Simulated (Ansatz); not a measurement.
# GaP (F-43m): the host for defect calculations

Aim: the runs on the perfect crystal GaP (F-43m) that a defect calculation needs first.

Method: plane-wave PAW DFT, r2SCAN; relaxation of the host's cell and atoms; PAW set soft_1, in the first sound run; inputs show where later runs differ, in Ansatz 0.2.0.

Report form: the programs' logs are mostly left out.

## (1) Set-up

The structure is cubic, space group F-43m (No. 216). Conventional cell: a = 5.452 Å, b = 5.452 Å, c = 5.452 Å, α = 90.00°, β = 90.00°, γ = 90.00°. Nearest to Ga lie 4 P at 2.36 Å. Nearest to P lie 4 Ga at 2.36 Å. Farther neighbours are not listed.

## (2) Host cell relaxation

Cell and atoms are relaxed together, until forces and stress fall under their thresholds.

File cell/input.yaml:

```yaml
crystal:
  lattice:
    - [0.0, 2.7258125, 2.7258125]
    - [2.7258125, 0.0, 2.7258125]
    - [2.7258125, 2.7258125, 0.0]
  atoms:
    - { symbol: Ga, position: [0.0, 0.0, 0.0] }
    - { symbol: P, position: [0.75, 0.75, 0.75] }
basis:
  ecutwfc: 500
  xc_grid: 2
hamiltonian:
  xc: r2scan
  pseudopotentials: { kind: paw, azcp: { folder: soft_1 } }
kpoints:
  mp_grid: { grid: [9, 9, 9] }
scf:
  occupations: { method: fixed }
  max_iter: 100
relax:
  f_tol: 0.005
  max_steps: 60
  cell: {}
output:
  forces: true
  stress: true
checkpoint:
  write: "../cell.run"
  compress: false
  write_wavefunctions: false
  write_every: 100000
```

Command:

```console
ansatz run input.yaml --threads 32 --pin off --max-ram 84787MiB --backend cuda --events-out ev --progress --plain --runs-dir out --max-vram 78GiB
```

Elapsed: 1.7 s, on 1 × NVIDIA GB200 with 32 threads of Arm Neoverse V2, shared host; peak memory 1 GiB; 4.1 s of CPU time.

Little changed from the start: no atom moved by 0.005 Å and no cell edge by 0.1 %.

Numbers from this step:

```
pressure : 0.006220 GPa
```

## (3) Dielectric tensors of the host

The response to a uniform electric field gives the electronic dielectric tensor.

This step: plane-wave PAW DFPT, PBEsol; dielectric tensors, Born charges and zone-centre modes of the host; PAW set soft_1 (Ansatz 0.2.0).

File eps/input.yaml:

```yaml
crystal:
  lattice:
    - [0.0, 2.7258125, 2.7258125]
    - [2.7258125, 0.0, 2.7258125]
    - [2.7258125, 2.7258125, 0.0]
  atoms:
    - { symbol: Ga, position: [0.0, 0.0, 0.0] }
    - { symbol: P, position: [0.75, 0.75, 0.75] }
basis:
  ecutwfc: 420
hamiltonian:
  xc: pbesol
  pseudopotentials: { kind: paw, azcp: { folder: soft_1 }, xc_functional: pbe }
kpoints:
  mp_grid: { grid: [8, 8, 8] }
scf:
  occupations: { method: fixed }
  max_iter: 100
phonons:
  method: dfpt
  dielectric: true
  rigid_motions: translations
```

It took 5.9 s on 1 × NVIDIA GB200 with 32 threads; peak memory 1.4 GiB; 51 s of CPU time.

Electronic dielectric tensor:

```
10.68  0.00  0.00
 0.00 10.68  0.00
 0.00  0.00 10.68
```

Static dielectric tensor:

```
12.72  0.00  0.00
 0.00 12.72  0.00
 0.00  0.00 12.72
```

The electronic dielectric tensor is isotropic, 10.68. The static dielectric tensor is isotropic, 12.72.

## (4) Host on a dense mesh

This step: plane-wave PAW DFT, r2SCAN; single point of the defect-free host, a test of the k-point sampling; PAW set soft_1 (Ansatz 0.2.0).

File dense/input.yaml:

```yaml
crystal:
  lattice:
    - [0.0, 2.7258125, 2.7258125]
    - [2.7258125, 0.0, 2.7258125]
    - [2.7258125, 2.7258125, 0.0]
  atoms:
    - { symbol: Ga, position: [0.0, 0.0, 0.0] }
    - { symbol: P, position: [0.75, 0.75, 0.75] }
basis:
  ecutwfc: 500
  xc_grid: 2
hamiltonian:
  xc: r2scan
  pseudopotentials: { kind: paw, azcp: { folder: soft_1 } }
kpoints:
  mp_grid: { grid: [9, 9, 9] }
scf:
  occupations: { method: fermi_dirac, width: 0.01 }
  max_iter: 100
  lower_state_search: "off"
checkpoint:
  write: "../dense.run"
  compress: false
  write_wavefunctions: false
  write_every: 100000
```

Elapsed: 1.2 s, on 1 × NVIDIA GB200 with 32 threads; peak memory 1 GiB; 2 s of CPU time.

## (5) Defect free supercell at the zone centre

The supercell is run at the zone centre, to see how far that sampling misses the dense mesh.

System of this step: GaP (F-43m). The cell holds 54 atoms: 27 Ga and 27 P. Cell: a = 11.565 Å, b = 11.565 Å, c = 11.565 Å, α = 60.0°, β = 60.0°, γ = 60.0°.

File pristine.sampling_gamma/input.yaml:

```yaml
crystal:
  lattice:
    - [0.0, 8.1774375, 8.1774375]
    - [8.1774375, 0.0, 8.1774375]
    - [8.1774375, 8.1774375, 0.0]
  atoms:
    - { symbol: Ga, position: [0.0, 0.0, 0.0] }
    - { symbol: P, position: [0.25, 0.25, 0.25] }
    - { symbol: Ga, position: [0.0, 0.0, 0.3333333333] }
    - { symbol: P, position: [0.25, 0.25, 0.5833333333] }
    - { symbol: Ga, position: [0.0, 0.0, 0.6666666667] }
    - { symbol: P, position: [0.25, 0.25, 0.9166666667] }
    - { symbol: Ga, position: [0.0, 0.3333333333, 0.0] }
    - { symbol: P, position: [0.25, 0.5833333333, 0.25] }
[... 42 atom lines left out ...]
    - { symbol: Ga, position: [0.6666666667, 0.6666666667, 0.3333333333] }
    - { symbol: P, position: [0.9166666667, 0.9166666667, 0.5833333333] }
    - { symbol: Ga, position: [0.6666666667, 0.6666666667, 0.6666666667] }
    - { symbol: P, position: [0.9166666667, 0.9166666667, 0.9166666667] }
basis:
  ecutwfc: 500
  xc_grid: 2
hamiltonian:
  xc: r2scan
  pseudopotentials: { kind: paw, azcp: { folder: soft_1 } }
kpoints:
  mp_grid: { grid: [1, 1, 1] }
scf:
  occupations: { method: fermi_dirac, width: 0.01 }
  max_iter: 100
  lower_state_search: "off"
checkpoint:
  write: "../pristine.sampling_gamma.run"
  compress: false
  write_wavefunctions: false
  write_every: 100000
```

It took 1.4 s on 1 × NVIDIA GB200 with 32 threads; peak memory 1.2 GiB.

## (6) Defect free supercell at the quarter point

The supercell is run at one point off the zone centre, to see how far that sampling misses the dense mesh.

pristine.sampling_quarter/input.yaml, as its differences from pristine.sampling_gamma/input.yaml of step 5:

```diff
@@ -67,3 +67,3 @@
 kpoints:
-  mp_grid: { grid: [1, 1, 1] }
+  mp_grid: { grid: [1, 1, 1], shift: [0.25, 0.25, 0.25] }
 scf:
@@ -73,3 +73,3 @@
 checkpoint:
-  write: "../pristine.sampling_gamma.run"
+  write: "../pristine.sampling_quarter.run"
   compress: false
```

Run time: 1.5 s. Hardware: 1 × NVIDIA GB200 with 32 threads; peak memory 1.5 GiB.

## (7) Results

```json
{
 "primitive cell vectors, lengths": "3.855, 3.855, 3.855 Å",
 "electronic dielectric constant": "10.68",
 "static dielectric constant": "12.72",
 "gap on the k-mesh of the response run (PBEsol)": "1.52 eV",
 "energy an atom at the zone centre alone less that on the dense mesh": "0.242 eV",
 "energy an atom at one point at (¼, ¼, ¼) less that on the dense mesh": "0.112 eV"
}
```

In words: The k-mesh can miss the band edges, so this gap is an upper bound at this level. All at zero temperature.

[Logs are printed without paths, hosts, clocks, repeated set-up lines and the standing remarks that a program may print on its own settings, such as how far it seeks lower states.]

[Hosts, paths, dates, database ids (printed as entryN), source tags and the programs' standing remarks are cut or masked in the printed files.]

[Runs of the host that timed out are not shown.]

[For some hosts the program warned that the k-mesh of the response run may be too coarse for force constants and the static dielectric constant; such warnings are not always shown.]

[The program warned that the k-mesh of a response run behind this text may be too coarse: force constants, and the static dielectric constant and all else formed from them, are not shown converged.]
